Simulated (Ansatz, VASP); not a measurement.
**One calculation of Pd, two programs**

INCAR

```
ALGO     = Normal         # electronic algorithm
EDIFF    = 1E-7           # SCF threshold, eV
ENCUT    = 520            # plane-wave cutoff, eV
GGA      = PE             # functional
ISIF     = 2              # what is computed and relaxed
ISMEAR   = -1             # smearing method
LASPH    = T              # aspherical terms in the spheres
LCHARG   = F              # write CHGCAR
LREAL    = F              # projectors in reciprocal space
LWAVE    = F              # write WAVECAR
NBANDS   = 17             # bands
NELM     = 80             # most SCF steps
PREC     = Accurate       # precision mode
SIGMA    = 0.1            # smearing width, eV
```

The input KPOINTS:

```
k-points
0
Gamma
  17 17 9
```

POSCAR

```
Pd
1.0
    2.2355904957      0.0000000000      0.0000000000
   -1.1177952478      1.9360781618      0.0000000000
    0.0000000000      0.0000000000      3.7073204124
Pd
2
Direct
    0.3333333333      0.6666666667      0.2500000000
    0.6666666667      0.3333333333      0.7500000000
```

Input for Ansatz:

```yaml
crystal:
  lattice:
    - [2.2355904957, 0.0, 0.0]
    - [-1.1177952478, 1.9360781618, 0.0]
    - [0.0, 0.0, 3.7073204124]
  atoms:
    - { symbol: Pd, position: [0.3333333333, 0.6666666667, 0.25] }
    - { symbol: Pd, position: [0.6666666667, 0.3333333333, 0.75] }
kpoints:
  mp_grid: { grid: [17, 17, 9] }
  band_path:
    path:
      - [0.0, 0.0, 0.0]
      - [0.5, 0.0, 0.0]
      - [0.3333333333, 0.3333333333, 0.0]
      - [0.0, 0.0, 0.0]
      - [0.0, 0.0, 0.5]
      - [0.5, 0.0, 0.5]
      - [0.3333333333, 0.3333333333, 0.5]
      - [0.0, 0.0, 0.5]
      - [0.5, 0.0, 0.5]
    npoints: 8
scf:
  occupations: { method: fermi_dirac, width: 0.1 }
hamiltonian:
  xc: pbe
  pseudopotentials: { kind: all_electron, lapw: { basis_error: 0.001 } }
output:
  forces: true
  stress: true
  eigenvalues: true
  populations: true
  dos: { projected: true, de: 0.2, e_range: [-14, 8] }
```

Change from the starting cell: volume scaled by 0.52, LAPW.

Alike in both runs: task single point; functional PBE; k mesh 17 × 17 × 9; occupations fermi-dirac, width 0.1 eV; no spin polarisation.

```csv
,VASP,Ansatz
version,VASP 6.6.1,Ansatz 0.2.0
potentials or method,"VASP PAW PBE potentials, release 64 (Pd)","all-electron LAPW, scalar-relativistic"
plane-wave cutoff (eV),520,see its input
```

```tsv
	VASP	Ansatz	Ansatz less VASP
pressure (GPa)	594.3	594.2	-0.07
largest component of the traceless stress (GPa)	1.34	0.28	-1.059
```

Ansatz ran all-electron here, so the differences hold the error of VASP's frozen core and of both bases.

Caveats: the cell as given lies far from equilibrium; so large a pressure means that the cell lies far from this level's equilibrium, or that cutoff or potentials fall short (VASP).
